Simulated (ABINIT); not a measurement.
Runs of ABINIT 10.8.3 (patched build) on Ti. It takes space group Im-3m (No. 229, cubic). Conventional cell: a = 3.282 Å, b = 3.282 Å, c = 3.282 Å, α = 90.00°, β = 90.00°, γ = 90.00°. Around Ti (site symmetry m-3m) lie 8 Ti at 2.84 Å. This isn't the form of Ti at room conditions, which is hcp.

| task | level | potentials or basis | k mesh | cutoff (eV) | dispersion computed by | fine-grid cutoff | gap on the mesh (eV) | pressure (GPa) |
| --- | --- | --- | --- | --- | --- | --- | --- | --- |
| single point | r2SCAN | JTH PAW PBE v2.0 | 9 × 9 × 9 | 490 | - | 979.61 eV | none | (a) |
| single point | LDA | JTH PAW LDA v2.0 | 14 × 14 × 14 | 408 | - | 816.342 eV | none | -10.6 |
| band structure | LDA | PseudoDojo NC SR LDA v0.4.1 standard | 11 × 11 × 11 | 1143 | - | - | none | -10.9 |
| single point | r2SCAN | JTH PAW PBE v2.0 | 14 × 14 × 14 | 490 | - | 979.61 eV | none | -3.8 |

Alike in all rows: no spin polarisation; cell as given; smearing fermi-dirac 0.05 eV.

**Question.** Estimate the missing entries.

**Answer.** (a) -3.6.

Caveats: the PAW data sets were made with another functional, which shifts forces and pressure a little (some runs).

A gap of «none» marks a metal or a gap under the smearing width.
